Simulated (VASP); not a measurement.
# MoH4 (I-43m) in VASP: further runs, part 2 of 2

VASP 6.6.1.

## 3. Atomic charges, SCAN+rVV10 (volume scaled by 0.88)

INCAR

```
PREC = Accurate
ENCUT = 520
EDIFF = 1E-7
ISMEAR = -1
SIGMA = 0.02
LREAL = False
LASPH = True
NELM = 100
ALGO = Normal
ISIF = 2
LWAVE = False
LCHARG = False
METAGGA = SCAN
LMIXTAU = True
LUSE_VDW = True
IVDW_NL = 2
BPARAM = 15.7
CPARAM = 0.0093
LORBIT = 11
```

MoH4.cif

```cif
data_MoH4
_cell_length_a 4.86270499
_cell_length_b 4.86270499
_cell_length_c 4.86270499
_cell_angle_alpha 90.00000000
_cell_angle_beta 90.00000000
_cell_angle_gamma 90.00000000
_space_group_name_H-M_alt 'I-43m'
_space_group_name_Hall 'I -4 2 3'
_space_group_IT_number 217
loop_
_space_group_symop_operation_xyz
'x,y,z'
'y,-x,-z'
'-x,-y,z'
'-y,x,-z'
'x,-y,-z'
'y,x,z'
'-x,y,-z'
'-y,-x,z'
'z,x,y'
'-z,y,-x'
'z,-x,-y'
'-z,-y,x'
'-z,x,-y'
'z,y,x'
'-z,-x,y'
'z,-y,-x'
'y,z,x'
'-x,-z,y'
'-y,z,-x'
'x,-z,-y'
'-y,-z,x'
'x,z,y'
'y,-z,-x'
'-x,z,-y'
'x+1/2,y+1/2,z+1/2'
'y+1/2,-x+1/2,-z+1/2'
'-x+1/2,-y+1/2,z+1/2'
'-y+1/2,x+1/2,-z+1/2'
'x+1/2,-y+1/2,-z+1/2'
'y+1/2,x+1/2,z+1/2'
'-x+1/2,y+1/2,-z+1/2'
'-y+1/2,-x+1/2,z+1/2'
'z+1/2,x+1/2,y+1/2'
'-z+1/2,y+1/2,-x+1/2'
'z+1/2,-x+1/2,-y+1/2'
'-z+1/2,-y+1/2,x+1/2'
'-z+1/2,x+1/2,-y+1/2'
'z+1/2,y+1/2,x+1/2'
'-z+1/2,-x+1/2,y+1/2'
'z+1/2,-y+1/2,-x+1/2'
'y+1/2,z+1/2,x+1/2'
'-x+1/2,-z+1/2,y+1/2'
'-y+1/2,z+1/2,-x+1/2'
'x+1/2,-z+1/2,-y+1/2'
'-y+1/2,-z+1/2,x+1/2'
'x+1/2,z+1/2,y+1/2'
'y+1/2,-z+1/2,-x+1/2'
'-x+1/2,z+1/2,-y+1/2'
loop_
_atom_site_label
_atom_site_type_symbol
_atom_site_symmetry_multiplicity
_atom_site_Wyckoff_symbol
_atom_site_fract_x
_atom_site_fract_y
_atom_site_fract_z
_atom_site_occupancy
H1 H 8 c 0.3731564300 0.3731564300 0.6268435700 1
Mo1 Mo 2 a 0.0000000000 0.0000000000 0.0000000000 1
```

KPOINTS

```
regular mesh
0
Gamma
  6 6 6
```

POSCAR

```
H  Mo
 1.0000000000000000
     4.8627049900000001    0.0000000000000000    0.0000000000000000
     0.0000000000000000    4.8627049900000001    0.0000000000000000
     0.0000000000000000    0.0000000000000000    4.8627049900000001
 H   Mo 
   8   2
Cartesian
  1.8145496342115857  1.8145496342115857  3.0481553557884138
  1.8145496342115857  3.0481553557884142  1.8145496342115861
  3.0481553557884142  3.0481553557884142  3.0481553557884138
  3.0481553557884142  1.8145496342115857  1.8145496342115861
  4.2459021292115855  4.2459021292115855  0.6168028607884138
  4.2459021292115855  0.6168028607884144  4.2459021292115864
  0.6168028607884144  0.6168028607884144  0.6168028607884138
  0.6168028607884144  4.2459021292115855  4.2459021292115864
  0.0000000000000000  0.0000000000000000  0.0000000000000000
  2.4313524950000001  2.4313524950000001  2.4313524950000001
```

Potentials or basis: VASP PAW PBE potentials, release 64 (H, Mo_pv).

The run is started by

```bash
> ase convert -i cif -o vasp MoH4.cif POSCAR
> cat potpaw_PBE.64/H/POTCAR potpaw_PBE.64/Mo_pv/POTCAR > POTCAR
> mpirun -np 1 vasp_std > vasp.out
```

Wall time 4.8 min (1 thread of Intel Xeon Platinum 8488C (Sapphire Rapids), shared host); peak memory 0.4 GiB.

The run converged. Its results:

```yaml
Free_energy: -31.7557 eV
Pressure: 136.1 GPa
Largest_force: 35.674 eV/Å
Band_gap_on_the_k_mesh: none (metal or under the smearing width)
All_electrons_inside_the_program's_atomic_spheres: H 1.07; Mo 14.10
```

Forces on the atoms (eV/Å):
```
H   -20.596 -20.596  20.596
H   -20.596  20.596 -20.596
H    20.596  20.596  20.596
H    20.596 -20.596 -20.596
H   -20.596 -20.596  20.596
H   -20.596  20.596 -20.596
H    20.596  20.596  20.596
H    20.596 -20.596 -20.596
Mo    0.000   0.000   0.000
Mo    0.000   0.000   0.000
```

Levels at points of the mesh, in eV from the Fermi level:
```
           k point  band 12  band 13  band 14  band 15  band 16  band 17  band 18  band 19  band 20  band 21
(0.00, 0.00, 0.00)    -5.04    -5.04    -2.07    -0.89    -0.88     0.23     0.24     3.02     3.02     3.02
(0.50, 0.00, 0.00)    -5.33    -4.11    -4.11    -0.34    -0.34     0.04     0.04     3.78     3.78     5.18
(0.50, 0.50, 0.00)    -5.04    -3.30    -3.30    -0.07    -0.07     0.25     0.25     0.82     0.82     5.47
(0.50, 0.50, 0.50)    -5.42    -3.25    -3.25     0.26     0.26     0.27     0.27     3.02     3.02     3.03
```

Caveat: the PAW data sets were made with another functional, which shifts forces and pressure a little.

## 4. Single point, r2SCAN+rVV10+U (volume scaled by 1.25)

INCAR

```
PREC = Accurate ; ENCUT = 500
EDIFF = 1E-6 ; ISMEAR = 0
SIGMA = 0.05 ; LREAL = F
LASPH = T ; NELM = 100
ALGO = Normal ; ISIF = 2
LWAVE = F ; LCHARG = F
LMAXMIX = 4 ; LDAU = T
LDAUTYPE = 2 ; LDAUL = -1 2
LDAUU = 0 1 ; LDAUJ = 0 0
LDAUPRINT = 1 ; METAGGA = R2SCAN
LMIXTAU = T ; LUSE_VDW = T
IVDW_NL = 2 ; BPARAM = 11.95
CPARAM = 0.0093 ; NBANDS = 13
```

KPOINTS

```
Automatic mesh
0
Gamma
  8 8 8
```

POSCAR

```
MoH4
1.0
   -2.7331095568      2.7331095568      2.7331095568
    2.7331095568     -2.7331095568      2.7331095568
    2.7331095568      2.7331095568     -2.7331095568
H Mo
4 1
Cartesian
    2.0397548100      2.0397548100     -2.0397548100
   -2.0397548100      2.0397548100      2.0397548100
    2.0397548100     -2.0397548100      2.0397548100
    0.6933547468      0.6933547468      0.6933547468
    0.0000000000      0.0000000000      0.0000000000
```

Potentials or basis: VASP PAW PBE potentials, release 64 (H, Mo).

The run is started by

```bash
> cat potpaw_PBE.64/H/POTCAR potpaw_PBE.64/Mo/POTCAR > POTCAR
> mpirun -np 1 vasp_std > vasp.out
```

It took 3.4 min on 1 thread of Intel Xeon Platinum 8488C (Sapphire Rapids), shared host; peak memory 0.39 GiB.

It converged, with:

```
Free energy            : -18.6372 eV
Pressure               : 58.0 GPa
Largest force          : 19.365 eV/Å
Band gap on the k mesh : none (metal or under the smearing width)
```

Forces on the atoms (eV/Å):
```
H   -11.180 -11.180  11.180
H    11.180 -11.180 -11.180
H   -11.180  11.180 -11.180
H    11.180  11.180  11.180
Mo    0.000   0.000   0.000
```

Levels at points of the mesh, in eV from the Fermi level:
```
           k point  band 3  band 4  band 5  band 6  band 7  band 8
(0.00, 0.00, 0.00)   -5.61   -5.47    0.14    0.14    5.64    5.64
(0.50, 0.00, 0.00)   -5.48   -4.18   -0.05    0.15    0.87    3.91
(0.50, 0.50, 0.50)   -5.46   -3.47   -0.50   -0.50    2.33    2.33
```

Eigenvalues of the final occupation matrices:
```tsv
site	spin	trace	eigenvalues
site 5 d	1	2.89	0.39 0.39 0.71 0.71 0.71
site 5 d	2	2.89	0.39 0.39 0.71 0.71 0.71
```

Caveat: the PAW data sets were made with another functional, which shifts forces and pressure a little; U without spin polarisation on a metal has little footing; the U is typed as a test and isn't derived for this compound.

## 5. The runs side by side

| task | level | potentials or basis | U | cell | k mesh | cutoff (eV) | smearing | gap on the mesh (eV) | pressure (GPa) | largest force (eV/Å) |
| --- | --- | --- | --- | --- | --- | --- | --- | --- | --- | --- |
| relaxation of cell and atoms | PBE | VASP PAW PBE potentials, release 64 (H, Mo_sv) | - | relaxed | 8 × 8 × 8 | 600 | gaussian 0.05 eV | none | -0.1 | - |
| atomic charges | SCAN+rVV10 | VASP PAW PBE potentials, release 64 (H, Mo_pv) | - | volume scaled by 0.88 | 6 × 6 × 6 | 520 | fermi-dirac 0.02 eV | none | 136.1 | 35.67 |
| single point | r2SCAN+rVV10+U | VASP PAW PBE potentials, release 64 (H, Mo) | Mo d U = 1 eV | volume scaled by 1.25 | 8 × 8 × 8 | 500 | gaussian 0.05 eV | none | 58.0 | 19.36 |

Alike in all rows: no spin polarisation.

Caveats: the PAW data sets were made with another functional, which shifts forces and pressure a little (some runs); U without spin polarisation on a metal has little footing (some runs); the U is typed as a test and isn't derived for this compound (some runs).

Absolute energies hang on the potentials; compare differences alone.
